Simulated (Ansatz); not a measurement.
# Co: ferro- or antiferromagnet, part 2 of 2

Aim: compare arrangements of the moments in a cell of Co: parallel, none, and patterns of up and down. Methods of the runs shown: PAW and LAPW. Its runs: parallel moments (PAW and LAPW); no spin polarisation (PAW); moments start +- (PAW and LAPW).

Ansatz 0.2.0; DFT PBE; a Materials Project cell.

## 4. No spin polarisation, PAW

input.yaml reads:

```yaml
crystal:
  lattice:
    - [2.4873648738, 0.0, 0.0]
    - [-1.2436824369, 2.1541211692, 0.0]
    - [0.0, 0.0, 4.0632895034]
  atoms:
    - { symbol: Co, position: [0.6666666667, 0.3333333333, 0.259861] }
    - { symbol: Co, position: [0.3333333333, 0.6666666667, 0.740139] }
kpoints:
  mp_grid: { grid: [15, 15, 8] }
scf:
  occupations: { method: fermi_dirac, width: 0.08 }
  lower_state_search: "off"
hamiltonian:
  xc: pbe
  pseudopotentials: { kind: paw }
output:
  forces: true
  stress: true
  eigenvalues: true
```

Run with:

```
> ansatz run input.yaml --threads 1 --pin off --max-ram 3072MiB --backend cpu --events-out ev --progress --plain --runs-dir out
```

Output, cut to the lines that bear on the results:

```text
[...]
Pseudopotentials: kind: paw
Pseudopotential: Co, paw, valence charge 17, recommended cutoff 420 eV (normal)
Functional definition: PBE
[...]
Crystal: 2 atoms, lattice volume = 21.771 Å³
Basis set: ecut = 420 eV, 391 PW (Γ), exchange–correlation on 36×36×60 points (8 copies of the dense FFT grid, shifted against one another)
Bands: 21, of which v1, the nominal top of the filled ones, is band 17 counted from 1 (16 counted from 0)
Symmetry: 12 space group operations
Space group: P-3m1 (ITA 164), of the structure as read, at distance tolerance 2.8e-5 Å
k-points: 192 of 1800
[...]
SCF iter   1: F=—  HF=-10251.859271 eV  |F-HF|=—  |Δ(HF+E_count)|=         —  Δρ=4.36e-3  dr2=1.06e-3  ethr=1.77e-3  ⟨swp⟩=4.4  Hψ=14828  notcnv=0
[...]
SCF iter   6: F=-10251.860622 eV  HF=-10251.860622 eV  |F-HF|=5.98e-8  |Δ(HF+E_count)|=   1.41e-7  Δρ=1.51e-5  dr2=6.67e-8  ethr=2.94e-10  ⟨swp⟩=3.1  Hψ=16510  notcnv=0
[...]
SCF converged after 6 iterations
Free energy (F): -10251.860622 eV
[...]
E sigma→0 (E₀):  -10251.799237 eV
Entropy (-TS):   -0.122770 eV (-61.385 meV/atom)
Fermi energy:    18.536491 eV
[...]
--- Forces (eV/Å), atoms counted from 1 ---
  atom   1  Co    -0.00000000     0.00000000    -0.58672565
  atom   2  Co     0.00000000    -0.00000000     0.58672565
[...]
--- Stress (GPa, compression-positive) ---
       -9.515800       0.000000       0.000000
        0.000000      -9.515800       0.000000
        0.000000       0.000000     -12.423982
  P = ⅓ Tr σ = -10.4852 GPa (-104.852 kbar)
--- Band table (eV; the first three rows and the last of 192) ---
  k-point 0: bands = ["-76.5377", "-76.4792", "-39.9631", "-39.6622", "-39.6622", "-39.6252", "-39.6131", "-39.6131", "9.6023", "13.8532", "16.6767", "16.7574", "16.7574", "17.0578", "17.0578", "17.5435", "17.5435", "18.3321", "18.6519", "18.6519", "25.1491"]
[...]
```

It took 3.5 s on 1 thread of Intel Xeon Platinum 8375C at 2.90GHz (Ice Lake), shared host; peak memory 0.41 GiB.

In short: pressure -10.49 GPa; no gap.

## 5. Moments start +-, PAW

input.yaml, as its differences from that of step 4:

```diff
@@ -6,4 +6,6 @@
   atoms:
-    - { symbol: Co, position: [0.6666666667, 0.3333333333, 0.259861] }
-    - { symbol: Co, position: [0.3333333333, 0.6666666667, 0.740139] }
+    - { symbol: Co, position: [0.6666666667, 0.3333333333, 0.259861], spin: 2.0 }
+    - { symbol: Co, position: [0.3333333333, 0.6666666667, 0.740139], spin: -2.0 }
+magnetization:
+  spin_polarized: true
 kpoints:
@@ -20 +22,6 @@
   eigenvalues: true
+  populations: true
+  write_density: true
+  write_potential: true
+  elf: true
+  volumetric_format: npy
```

Run with:

```
> ansatz run input.yaml --threads 1 --pin off --max-ram 3072MiB --backend cpu --events-out ev --progress --plain --runs-dir out
```

Output, cut to the lines that bear on the results:

```text
[...]
[... 3 set-up lines as earlier in the session ...]
[...]
Crystal: 2 atoms, lattice volume = 21.771 Å³
Basis set: ecut = 420 eV, 391 PW (Γ), exchange–correlation on 36×36×60 points (8 copies of the dense FFT grid, shifted against one another)
Bands: 23, of which v1, the nominal top of the filled ones, is band 17 counted from 1 (16 counted from 0)
Symmetry: 6 space group operations
Space group: P3m1 (ITA 156), of the structure as read, at distance tolerance 2.8e-5 Å
Magnetic group: BNS 164.87 (UNI 1317), of the structure as read, at distance tolerance 2.8e-5 Å
k-points: 192 of 1800 (time reversal used)
[...]
Starting moments: Σ|m| = 4 μB on 2 of 2 sites
Starting magnetic order: antiferromagnet; an inversion exchanges its spin sublattices: spin-degenerate at every k-point
[...]
Spin contamination: 0.5512 ħ² per cell (⟨S²⟩ above its minimum at these occupations)
Per-site moments (μB) at R_I (Å): [(0.8846585094507122, 0.9994691688402235), (-0.8848096367010314, 0.9994691688402235)]
Free energy (F): -10251.870667 eV
[...]
E sigma→0 (E₀):  -10251.815515 eV
Entropy (-TS):   -0.110302 eV (-55.151 meV/atom)
Fermi energy:    18.606947 eV
[...]
--- Forces (eV/Å), atoms counted from 1 ---
  atom   1  Co    -0.00000000     0.00000000    -0.62276332
  atom   2  Co     0.00000000    -0.00000000     0.62271273
[...]
--- Stress (GPa, compression-positive) ---
       -6.172006       0.000000       0.000000
       -0.000000      -6.172006       0.000000
        0.000000       0.000000      -6.933393
  P = ⅓ Tr σ = -6.4258 GPa (-64.258 kbar)
--- Band table (eV; the first three rows and the last of 384) ---
[... band rows left out ...]
[...]
--- Löwdin populations: 2 sites ---
  site symbol       q [e]    m [muB]
     0     Co     16.7853     0.8718
     1     Co     16.7852    -0.8720
  spilling = 0.012634 (of n_electrons = 34.000000)
```

Run time: 48 s. Hardware: 1 thread of Intel Xeon Platinum 8375C at 2.90GHz (Ice Lake), shared host; peak memory 0.52 GiB.

Read from it: total moment 0.00 μB; site moments Co1 0.88, Co2 -0.88 μB; pressure -6.43 GPa; no gap.

Density in a lattice plane of the grid's cell (edges 2.49 and 4.06 Å, at 0.333 of the third edge), which holds Co.

Ten even steps from ' ' (0.24 e/Å³) to '@' (43.52 e/Å³):
```
                            
                            
                            
                            
                            
                            
                            
                            
                            
                            
                            
                  ..        
              ..::----::    
              ::++%%##==..  
              ::**@@@@++..  
              ..==**++--..  
                ..::::..    
                            
                            
                            
```
Columns run along the first of these edges and rows up along the second, over one cell in 14 and 20 even steps from the bottom left corner. Atoms in the plane (fractional): Co at (0.67, 0.26).

ELF in the same plane.

Ten even steps from ' ' (0.14) to '@' (0.97):
```
..        ..................
            ....::::::::..  
              ....::::....  
              ....::::..    
  ........      ..::::..    
    ....      ....::::..    
              ....::::....  
            ....::::::::..  
..        ..................
..............            ..
..........                  
  ......      ..::----::..  
    ....    ..==**####++--..
    ....    --**%%@@@@%%++..
    ....  ..--**@@@@@@%%++::
    ....    ::++%%@@@@##==..
    ....    ..--++****==::  
  ......        ..::::..    
..........                  
..............          ....
```
Columns run along the first of these edges and rows up along the second, over one cell in 14 and 20 even steps from the bottom left corner. Atoms in the plane (fractional): Co at (0.67, 0.26).

Both are smooth fields of the valence electrons: close to the nuclei they are not physical.

Spin density (up less down) in a lattice plane of the grid's cell (edges 2.49 and 4.06 Å, at 0.333 of the third edge), which holds Co.

Ten even steps from '0' (-0.10 e/Å³) to '9' (2.84 e/Å³):
```
00000000000000
00000000000000
00000000000000
00000000000000
00000000000000
00000000000000
00000000000000
00000000000000
00000000000000
00000000000000
00000000000000
00000000000000
00000001232210
00000012587410
00000013699510
00000012455310
00000001111100
00000000000000
00000000000000
00000000000000
```
Columns run along the first of these edges and rows up along the second, over one cell in 14 and 20 even steps from the bottom left corner. Atoms in the plane (fractional): Co at (0.67, 0.26).

## 6. Moments start +-, LAPW

input.yaml, as its differences from that of step 5:

```diff
@@ -17,3 +17,3 @@
   xc: pbe
-  pseudopotentials: { kind: paw }
+  pseudopotentials: { kind: all_electron, lapw: { basis_error: 0.001 } }
 output:
@@ -23,5 +23 @@
   populations: true
-  write_density: true
-  write_potential: true
-  elf: true
-  volumetric_format: npy
```

Run with:

```
> ansatz run input.yaml --threads 1 --pin off --max-ram 3072MiB --backend cpu --events-out ev --progress --plain --runs-dir out
```

Output, cut to the lines that bear on the results:

```text
Co: projections on atomic orbitals take those of the free atom 1s2 2s2 2p6 3s2 3p6 3d7 4s2, of charge +0.00 (hamiltonian.pseudopotentials.projection_atoms)
LAPW: plane waves up to 9.282 Å⁻¹, error target 1.0e-3 eV per atom; small_component_spin mean_spin; Co in spheres of 1.211 Å, 17 of its electrons in bands, Dirac shells []
[...]
[... 3 set-up lines as earlier in the session ...]
[...]
Crystal: 2 atoms, lattice volume = 21.771 Å³
Basis set: ecut = 328.23563188933286 eV, 313 PW (Γ), exchange–correlation at level 2
Bands: 23, of which v1, the nominal top of the filled ones, is band 17 counted from 1 (16 counted from 0)
[... 2 set-up lines as earlier in the session ...]
[...]
Spin contamination: 0.5665 ħ² per cell (⟨S²⟩ above its minimum at these occupations)
Per-site moments (μB) at R_I (Å): [(0.9064496789819536, 1.2114777623599622), (-0.9064390788908732, 1.2114777623599622)]
Free energy (F): -75834.727557 eV
[...]
E sigma→0 (E₀):  -75834.672728 eV
Entropy (-TS):   -0.109657 eV (-54.829 meV/atom)
Fermi energy:    18.999348 eV
[...]
--- Forces (eV/Å), atoms counted from 1 ---
  atom   1  Co    -0.00000000     0.00000000    -0.62643554
  atom   2  Co     0.00000000    -0.00000000     0.62642831
[...]
--- Stress (GPa, compression-positive) ---
       -6.190702       0.000000      -0.000000
        0.000000      -6.190702       0.000000
       -0.000000       0.000000      -6.720677
  P = ⅓ Tr σ = -6.3674 GPa (-63.674 kbar)
--- Band table (eV; the first three rows and the last of 384) ---
[... band rows left out ...]
[...]
--- Löwdin populations: 2 sites ---
  site symbol       q [e]    m [muB]
     0     Co     26.7905     0.8879
     1     Co     26.7904    -0.8879
  spilling = 0.007762 (of n_electrons = 54.000000)
```

It took 4.3 min on 1 thread of Intel Xeon Platinum 8375C at 2.90GHz (Ice Lake), shared host; peak memory 0.8 GiB.

Result: total moment 0.00 μB; site moments Co1 0.91, Co2 -0.91 μB; pressure -6.37 GPa; no gap.

## 7. The series in one table

The reference is each method's run with parallel moments; energies are per magnetic atom (2 in the cell).

| run | method | energy from the method's reference (meV/magnetic atom) | total moment (μB) | largest site moment (μB) | final signs, all atoms | cycles | time |
| --- | --- | --- | --- | --- | --- | --- | --- |
| parallel moments | LAPW | 0.0 | 3.27 | 1.70 | ++ | 12 | 93 s |
| moments start +- | LAPW | 217.1 | 0.00 | 0.91 | +- | 26 | 4.3 min |
| parallel moments | PAW | 0.0 | 3.27 | 1.71 | ++ | 14 | 15 s |
| no spin polarisation | PAW | 221.6 | – | – | – | 6 | 3.5 s |
| moments start +- | PAW | 216.6 | 0.00 | 0.88 | +- | 29 | 48 s |

Final signs are given up to a flip of all moments, with 0 for moments under 0.1 μB.

## 8. What came out

This closing draws on all 2 parts.

| quantity | value |
| --- | --- |
| lowest (LAPW) | parallel moments, 0.0 meV a magnetic atom from the reference |
| lowest (PAW) | parallel moments, 0.0 meV a magnetic atom from the reference |

**Reading.** By LAPW the lowest run is «parallel moments», 217.1 meV a magnetic atom under «moments start +-». By PAW the lowest run is «parallel moments», 216.6 meV a magnetic atom under «moments start +-». A run can end in another pattern than it began with. Only this cell's orders were tried, so longer waves of spin are out of reach. Other magnetic orders may lie lower; this is the state that the run reached. The k mesh (15×15×8) wasn't tested for convergence.
